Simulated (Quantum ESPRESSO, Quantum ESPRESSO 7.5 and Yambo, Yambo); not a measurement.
# Quasiparticle gap of CdS (Hawleyite) in Yambo

Aim: the G0W0 gap of CdS (Hawleyite) on PBE, step by step.

Calculated with Quantum ESPRESSO 7.5 and Yambo 5.3.0; PBE and many-body steps on it, plane waves.

**Experimental background.**

- Gap 2.42 eV: optical gap from inflexion point of photoacoustic spectrum, as-grown film; photoacoustic spectroscopy; film (as-grown chemical bath deposited film, about 0.25 um thick, deposited at 80 C) (“Study of the band--gap shift in CdS films: Influence of thermal annealing in different atmospheres”, 1995, arxiv:cond-mat/9501125).

### Step 1. The structure

Symmetry: F-43m, No. 216, cubic system. The conventional cell has a = 5.916 Å, b = 5.916 Å, c = 5.916 Å, α = 90.00°, β = 90.00°, γ = 90.00°. Nearest to Cd lie 4 S at 2.56 Å. S has 4 Cd at 2.56 Å nearest. Farther neighbours and most contacts between anions are not listed.

The cell and positions come from the Crystallography Open Database and are kept as given unless a step says otherwise.

### Step 2. Ground state

This step: Quantum ESPRESSO 7.5; DFT, PBE, plane waves, norm-conserving pseudopotentials.

The ground-state density comes first.

Contents of pw.in:

```
&control
  calculation = 'scf'
  prefix = 'x'
  outdir = 'o'
  pseudo_dir = 'pseudo'
/
&system
  ibrav = 0
  nat = 2
  ntyp = 2
  ecutwfc = 94.0
  nbnd = 18
  force_symmorphic = .true.
/
&electrons
  conv_thr = 1e-10
  electron_maxstep = 80
  mixing_beta = 0.5
/
ATOMIC_SPECIES
  Cd 112.41 Cd.upf
  S 32.06 S.upf
CELL_PARAMETERS angstrom
  -0.0000000000 2.9582000000 2.9582000000
  2.9582000000 -0.0000000000 2.9582000000
  2.9582000000 2.9582000000 -0.0000000000
ATOMIC_POSITIONS crystal
  Cd 0.0000000000 0.0000000000 0.0000000000
  S 0.2500000000 0.2500000000 0.2500000000
K_POINTS automatic
  6 6 6 0 0 0
```

On the command line:

```sh
$ OMP_NUM_THREADS=1 mpirun -n 4 pw.x -nk 4 -in pw.in > pw.out
```

The program printed:

```text
Program PWSCF v.7.5 starts

     This program is part of the open-source Quantum ESPRESSO suite
     for quantum simulation of materials; please cite
         "P. Giannozzi et al., J. Phys.:Condens. Matter 21 395502 (2009);
         "P. Giannozzi et al., J. Phys.:Condens. Matter 29 465901 (2017);
         "P. Giannozzi et al., J. Chem. Phys. 152 154105 (2020);
     in publications or presentations arising from this work. More details at
     Message from routine setup:
     using ibrav=0 with symmetry is DISCOURAGED, use correct ibrav instead

     G-vector sticks info

     bravais-lattice index     =            0
     lattice parameter (alat)  =       7.9057  a.u.
     unit-cell volume          =     349.3890 (a.u.)^3
     number of atoms/cell      =            2
     number of atomic types    =            2
     number of electrons       =        26.00
     number of Kohn-Sham states=           18
     kinetic-energy cutoff     =      94.0000  Ry
     charge density cutoff     =     376.0000  Ry
     scf convergence threshold =      1.0E-10
     mixing beta               =       0.5000
     number of iterations used =            8  plain     mixing
     Exchange-correlation= PBE
                           (   1   4   3   4   0   0   0)

     celldm(1)=   7.905719  celldm(2)=   0.000000  celldm(3)=   0.000000
     celldm(4)=   0.000000  celldm(5)=   0.000000  celldm(6)=   0.000000

     crystal axes: (cart. coord. in units of alat)
               a(1) = (  -0.000000   0.707107   0.707107 )
               a(2) = (   0.707107  -0.000000   0.707107 )
               a(3) = (   0.707107   0.707107  -0.000000 )

     reciprocal axes: (cart. coord. in units 2 pi/alat)
               b(1) = ( -0.707107  0.707107  0.707107 )
               b(2) = (  0.707107 -0.707107  0.707107 )
               b(3) = (  0.707107  0.707107 -0.707107 )
     Pseudo is Norm-conserving + core correction, Zval = 20.0
     Generated using ONCVPSP code by D. R. Hamann
     Using radial grid of 1368 points,  6 beta functions with:
     Pseudo is Norm-conserving + core correction, Zval =  6.0
     Generated using ONCVPSP code by D. R. Hamann
     Using radial grid of 1146 points,  6 beta functions with:
     Cd               20.00   112.41000     Cd( 1.00)
     S                 6.00    32.06000     S ( 1.00)

     24 Sym. Ops. (no inversion) found

   Cartesian axes

     site n.     atom                  positions (alat units)
         1        Cd     tau(   1) = (   0.0000000   0.0000000   0.0000000  )
         2        S      tau(   2) = (   0.3535534   0.3535534   0.3535534  )

     number of k points=    16
                       cart. coord. in units 2pi/alat
        k(    1) = (   0.0000000   0.0000000   0.0000000), wk =   0.0092593
        k(    2) = (   0.1178511   0.1178511  -0.1178511), wk =   0.0740741
        k(    3) = (   0.2357023   0.2357023  -0.2357023), wk =   0.0740741
        k(    4) = (  -0.3535534  -0.3535534   0.3535534), wk =   0.0370370
        k(    5) = (   0.2357023   0.0000000  -0.0000000), wk =   0.0555556
        k(    6) = (   0.3535534   0.1178511  -0.1178511), wk =   0.2222222
        k(    7) = (  -0.2357023  -0.4714045   0.4714045), wk =   0.2222222
        k(    8) = (  -0.1178511  -0.3535534   0.3535534), wk =   0.2222222
        k(    9) = (   0.0000000  -0.2357023   0.2357023), wk =   0.1111111
        k(   10) = (   0.4714045   0.0000000  -0.0000000), wk =   0.0555556
     [... 4 further rows ...]
        k(   15) = (  -0.1178511  -0.3535534   0.5892557), wk =   0.2222222
        k(   16) = (  -0.7071068   0.2357023   0.0000000), wk =   0.1111111

     Dense  grid:    43143 G-vectors     FFT dimensions: (  50,  50,  50)

     Initial potential from superposition of free atoms

     starting charge      25.9997, renormalised to      26.0000
     Starting wfcs are   14 randomized atomic wfcs +    4 random wfcs

     per-process dynamical memory:    37.9 Mb

     Self-consistent Calculation

     iteration #  1     ecut=    94.00 Ry     beta= 0.50

     Threshold (ethr) on eigenvalues was too large:
     Diagonalizing with lowered threshold

     total energy              =    -372.79998326 Ry
     estimated scf accuracy    <       0.12849053 Ry

     iteration #  2     ecut=    94.00 Ry     beta= 0.50

     total energy              =    -372.83339659 Ry
     estimated scf accuracy    <       0.01302256 Ry

     iteration #  3     ecut=    94.00 Ry     beta= 0.50

     total energy              =    -372.83541375 Ry
     estimated scf accuracy    <       0.00122559 Ry

     iteration #  4     ecut=    94.00 Ry     beta= 0.50

     total energy              =    -372.83551233 Ry
     estimated scf accuracy    <       0.00004086 Ry

     iteration #  5     ecut=    94.00 Ry     beta= 0.50

     total energy              =    -372.83552140 Ry
     estimated scf accuracy    <       0.00000232 Ry

     iteration #  6     ecut=    94.00 Ry     beta= 0.50

     total energy              =    -372.83552203 Ry
     estimated scf accuracy    <       0.00000023 Ry

     iteration #  7     ecut=    94.00 Ry     beta= 0.50

     total energy              =    -372.83552209 Ry
     estimated scf accuracy    <       0.00000014 Ry

     iteration #  8     ecut=    94.00 Ry     beta= 0.50

     total energy              =    -372.83552213 Ry
     estimated scf accuracy    <       0.00000002 Ry

     iteration #  9     ecut=    94.00 Ry     beta= 0.50

     total energy              =    -372.83552213 Ry
     estimated scf accuracy    <          1.3E-10 Ry

     iteration # 10     ecut=    94.00 Ry     beta= 0.50

     End of self-consistent calculation

          k = 0.0000 0.0000 0.0000 (  5329 PWs)   bands (ev):

   -94.8934 -55.9564 -55.9564 -55.9564  -5.7204  -1.1873  -1.1873  -1.1873
    -0.7644  -0.7644   6.3926   6.3926   6.3926   7.4443  12.9289  12.9289
    12.9289  17.7126

          k = 0.1179 0.1179-0.1179 (  5354 PWs)   bands (ev):

   -94.8935 -55.9566 -55.9565 -55.9565  -5.6235  -1.1537  -1.1537  -1.0916
    -0.7649  -0.7649   4.9331   6.2045   6.2045   8.6016  12.5680  13.2277
    13.2277  16.9742

          k = 0.2357 0.2357-0.2357 (  5375 PWs)   bands (ev):

   -94.8935 -55.9569 -55.9566 -55.9566  -5.4289  -1.0990  -1.0990  -0.7522
    -0.7495  -0.7495   3.1521   5.8614   5.8614   9.2892  13.0207  13.4516
    13.4516  17.3475

          k =-0.3536-0.3536 0.3536 (  5396 PWs)   bands (ev):

     [... further k-points ...]

     highest occupied, lowest unoccupied level (ev):     6.3926    7.4443

!    total energy              =    -372.83552213 Ry
     estimated scf accuracy    <          5.8E-11 Ry

     The total energy is the sum of the following terms:
     one-electron contribution =    -254.22930243 Ry
     hartree contribution      =     132.21584745 Ry
     xc contribution           =     -54.81215059 Ry
     ewald contribution        =    -196.00991657 Ry

     convergence has been achieved in  10 iterations

     XML data file, charge density, pseudopotentials, collected wavefunctions

=------------------------------------------------------------------------------=
   JOB DONE.
=------------------------------------------------------------------------------=
```

Run time: 29 s. Hardware: 4 MPI ranks of AMD EPYC 7571, shared host; peak memory 0.34 GiB.

This step gave:

| Quantity | Value |
| --- | --- |
| total energy | -5072.6857 eV |
| gap | 1.052 eV |
| k of the valence top | 0, 0, 0 |
| k of the conduction bottom | 0, 0, 0 |
| least direct gap | 1.052 eV |

The gap is direct, at Γ.

### Step 3. Bands along the symmetry lines

Levels along a band path, at the cheap level, show where the edges lie and whether the meshes to come will hold them.

Contents of pw.in:

```
&control
  calculation = 'bands'
  prefix = 'x'
  outdir = 'o'
  pseudo_dir = 'pseudo'
/
&system
  ibrav = 0
  nat = 2
  ntyp = 2
  ecutwfc = 94.0
  nbnd = 19
  force_symmorphic = .true.
/
&electrons
  conv_thr = 1e-9
  electron_maxstep = 80
  diago_full_acc = .true.
  diago_thr_init = 5e-6
/
ATOMIC_SPECIES
  Cd 112.41 Cd.upf
  S 32.06 S.upf
CELL_PARAMETERS angstrom
  -0.0000000000 2.9582000000 2.9582000000
  2.9582000000 -0.0000000000 2.9582000000
  2.9582000000 2.9582000000 -0.0000000000
ATOMIC_POSITIONS crystal
  Cd 0.0000000000 0.0000000000 0.0000000000
  S 0.2500000000 0.2500000000 0.2500000000
K_POINTS crystal
  50
  0.00000000 0.00000000 0.00000000 1
  -0.06250000 -0.06250000 0.00000000 1
  -0.12500000 -0.12500000 0.00000000 1
  -0.18750000 -0.18750000 0.00000000 1
  -0.25000000 -0.25000000 0.00000000 1
  -0.31250000 -0.31250000 0.00000000 1
  -0.37500000 -0.37500000 0.00000000 1
  -0.43750000 -0.43750000 0.00000000 1
  -0.50000000 -0.50000000 0.00000000 1
  -0.48437500 -0.48437500 0.03125000 1
  -0.46875000 -0.46875000 0.06250000 1
  -0.45312500 -0.45312500 0.09375000 1
  -0.43750000 -0.43750000 0.12500000 1
  -0.42187500 -0.42187500 0.15625000 1
  -0.40625000 -0.40625000 0.18750000 1
  -0.39062500 -0.39062500 0.21875000 1
  -0.37500000 -0.37500000 0.25000000 1
  -0.37500000 0.00000000 0.37500000 1
  -0.32812500 0.00000000 0.32812500 1
  -0.28125000 0.00000000 0.28125000 1
  -0.23437500 0.00000000 0.23437500 1
  -0.18750000 0.00000000 0.18750000 1
  -0.14062500 0.00000000 0.14062500 1
  -0.09375000 0.00000000 0.09375000 1
  -0.04687500 0.00000000 0.04687500 1
  0.00000000 0.00000000 0.00000000 1
  0.00000000 0.00000000 0.06250000 1
  0.00000000 0.00000000 0.12500000 1
  0.00000000 0.00000000 0.18750000 1
  0.00000000 0.00000000 0.25000000 1
  0.00000000 0.00000000 0.31250000 1
  0.00000000 0.00000000 0.37500000 1
  0.00000000 0.00000000 0.43750000 1
  -0.00000000 -0.00000000 0.50000000 1
  -0.06250000 -0.03125000 0.46875000 1
  -0.12500000 -0.06250000 0.43750000 1
  -0.18750000 -0.09375000 0.40625000 1
  -0.25000000 -0.12500000 0.37500000 1
  -0.31250000 -0.15625000 0.34375000 1
  -0.37500000 -0.18750000 0.31250000 1
  -0.43750000 -0.21875000 0.28125000 1
  -0.50000000 -0.25000000 0.25000000 1
  -0.50000000 -0.28125000 0.21875000 1
  -0.50000000 -0.31250000 0.18750000 1
  -0.50000000 -0.34375000 0.15625000 1
  -0.50000000 -0.37500000 0.12500000 1
  -0.50000000 -0.40625000 0.09375000 1
  -0.50000000 -0.43750000 0.06250000 1
  -0.50000000 -0.46875000 0.03125000 1
  -0.50000000 -0.50000000 0.00000000 1
```

The program printed:

```text
[banner, memory and clock lines left out]
Program PWSCF v.7.5 starts

     Atomic positions and unit cell read from directory:
     o/x.save/

     Message from routine setup:
     using ibrav=0 with symmetry is DISCOURAGED, use correct ibrav instead

     G-vector sticks info

     bravais-lattice index     =            0
     lattice parameter (alat)  =       7.9057  a.u.
     unit-cell volume          =     349.3890 (a.u.)^3
     number of atoms/cell      =            2
     number of atomic types    =            2
     number of electrons       =        26.00
     number of Kohn-Sham states=           19
     kinetic-energy cutoff     =      94.0000  Ry
     charge density cutoff     =     376.0000  Ry
     Exchange-correlation= PBE
                           (   1   4   3   4   0   0   0)

     celldm(1)=   7.905719  celldm(2)=   0.000000  celldm(3)=   0.000000
     celldm(4)=   0.000000  celldm(5)=   0.000000  celldm(6)=   0.000000

     crystal axes: (cart. coord. in units of alat)
               a(1) = (  -0.000000   0.707107   0.707107 )
               a(2) = (   0.707107  -0.000000   0.707107 )
               a(3) = (   0.707107   0.707107  -0.000000 )

     reciprocal axes: (cart. coord. in units 2 pi/alat)
               b(1) = ( -0.707107  0.707107  0.707107 )
               b(2) = (  0.707107 -0.707107  0.707107 )
               b(3) = (  0.707107  0.707107 -0.707107 )
     Pseudo is Norm-conserving + core correction, Zval = 20.0
     Generated using ONCVPSP code by D. R. Hamann
     Using radial grid of 1368 points,  6 beta functions with:
     Pseudo is Norm-conserving + core correction, Zval =  6.0
     Generated using ONCVPSP code by D. R. Hamann
     Using radial grid of 1146 points,  6 beta functions with:
     Cd               20.00   112.41000     Cd( 1.00)
     S                 6.00    32.06000     S ( 1.00)

     24 Sym. Ops. (no inversion) found

   Cartesian axes

     site n.     atom                  positions (alat units)
         1        Cd     tau(   1) = (   0.0000000   0.0000000   0.0000000  )
         2        S      tau(   2) = (   0.3535534   0.3535534   0.3535534  )

     number of k points=    50
                       cart. coord. in units 2pi/alat
        k(    1) = (   0.0000000   0.0000000   0.0000000), wk =   0.0400000
        k(    2) = (   0.0000000   0.0000000  -0.0883883), wk =   0.0400000
        k(    3) = (   0.0000000   0.0000000  -0.1767767), wk =   0.0400000
[...]
[... 38 further rows ...]
        k(   49) = (   0.0441942  -0.0000000  -0.7071068), wk =   0.0400000
        k(   50) = (   0.0000000   0.0000000  -0.7071068), wk =   0.0400000

     Dense  grid:    43143 G-vectors     FFT dimensions: (  50,  50,  50)

     The potential is recalculated from file :
     o/x.save/charge-density

     Starting wfcs are   14 randomized atomic wfcs +    5 random wfcs

     Band Structure Calculation

     End of band structure calculation

          k = 0.0000 0.0000 0.0000 (  5329 PWs)   bands (ev):

   -94.8936 -55.9566 -55.9566 -55.9566  -5.7203  -1.1874  -1.1874  -1.1874
    -0.7645  -0.7645   6.3926   6.3926   6.3926   7.4443  12.9289  12.9289
    12.9289  17.6060  17.7127

          k = 0.0000 0.0000-0.0884 (  5381 PWs)   bands (ev):

   -94.8936 -55.9566 -55.9566 -55.9566  -5.7007  -1.1773  -1.1773  -1.1768
[...]
13.0388  17.1572  17.7356

          k = 0.0000 0.0000-0.1768 (  5373 PWs)   bands (ev):

[...]
13.3516  16.1879  17.8027

          k =-0.0000-0.0000-0.2652 (  5365 PWs)   bands (ev):

[...]
k = 0.0000 0.0000-0.3536 (  5353 PWs)   bands (ev):

[...]
k =-0.0000-0.0000-0.5303 (  5398 PWs)   bands (ev):

[...]
k =-0.0000-0.0000-0.6187 (  5394 PWs)   bands (ev):

[...]
k = 0.3977-0.0000-0.3977 (  5394 PWs)   bands (ev):

[...]
k = 0.1989-0.0000-0.1989 (  5352 PWs)   bands (ev):

[...]
k = 0.0000 0.0000 0.0000 (  5329 PWs)   bands (ev):

[...]
k = 0.2652 0.0000-0.7071 (  5368 PWs)   bands (ev):

[...]
k = 0.2210-0.0000-0.7071 (  5382 PWs)   bands (ev):

[...]
k = 0.1768-0.0000-0.7071 (  5386 PWs)   bands (ev):

[...]
k = 0.1326-0.0000-0.7071 (  5378 PWs)   bands (ev):

[...]
k = 0.0884-0.0000-0.7071 (  5394 PWs)   bands (ev):

[...]
k = 0.0442-0.0000-0.7071 (  5398 PWs)   bands (ev):

[...]
16.7303  16.9219  18.5829

          k = 0.0000 0.0000-0.7071 (  5410 PWs)   bands (ev):

   -94.8937 -55.9571 -55.9569 -55.9569  -5.2122  -0.9875  -0.8790  -0.8790
    -0.6882  -0.3594   2.6294   4.6610   4.6610  10.0198  10.6859  15.4185
    16.9108  16.9108  18.4880

     XML data file, pseudopotentials, collected wavefunctions
```

Elapsed: 23 s, on 4 MPI ranks; peak memory 0.29 GiB.

This step gave:

```
gap                        : 1.052 eV
k of the valence top       : 0, 0, 0
k of the conduction bottom : 0, 0, 0
least direct gap           : 1.052 eV
```

The gap is 1.052 eV, as in the run before at this level.

Electronic bands along the path, in eV, zero at the top of the highest filled band:

| point | band 10 | band 11 | band 12 | band 13 | band 14 | band 15 | band 16 | band 17 |
| --- | --- | --- | --- | --- | --- | --- | --- | --- |
| Γ | -7.16 | 0.00 | 0.00 | 0.00 | 1.05 | 6.54 | 6.54 | 6.54 |
| halfway | -7.12 | -2.25 | -0.94 | -0.94 | 3.49 | 4.84 | 8.04 | 8.04 |
| X | -6.75 | -3.76 | -1.73 | -1.73 | 3.63 | 4.29 | 9.03 | 10.52 |
| halfway | -6.70 | -3.75 | -1.98 | -1.65 | 3.90 | 4.58 | 8.80 | 9.86 |
| U | -6.64 | -3.73 | -2.34 | -1.41 | 4.23 | 5.35 | 8.38 | 8.92 |
| jump to K | -6.64 | -3.73 | -2.34 | -1.41 | 4.23 | 5.35 | 8.38 | 8.92 |
| halfway | -7.10 | -2.65 | -1.26 | -0.39 | 3.47 | 6.06 | 6.76 | 7.24 |
| Γ | -7.16 | 0.00 | 0.00 | 0.00 | 1.05 | 6.54 | 6.54 | 6.54 |
| halfway | -7.15 | -2.39 | -0.36 | -0.36 | 2.69 | 6.23 | 7.02 | 7.02 |
| L | -6.81 | -4.14 | -0.69 | -0.69 | 2.95 | 6.99 | 6.99 | 7.33 |
| halfway | -6.71 | -3.88 | -1.80 | -1.12 | 4.25 | 5.83 | 7.13 | 8.26 |
| W | -6.59 | -3.70 | -2.08 | -2.04 | 5.24 | 5.44 | 7.14 | 8.04 |
| halfway | -6.67 | -3.73 | -1.91 | -1.89 | 4.30 | 4.72 | 8.57 | 8.81 |
| X | -6.75 | -3.76 | -1.73 | -1.73 | 3.63 | 4.29 | 9.03 | 10.52 |

[end of part 1 of 3]

[Paths, hosts, dates, memory and timing lines, banners, echoed tables and standing remarks are left out of the program output.]

[Logs are printed without paths, hosts, clocks, repeated set-up lines and the standing remarks that a program may print on its own settings, such as how far it seeks lower states.]

[Runs of the session that timed out or met a known fault of the program may be left out.]

[Hosts, paths, dates, database ids (printed as entryN), source tags and the programs' standing remarks are cut or masked in the printed files.]
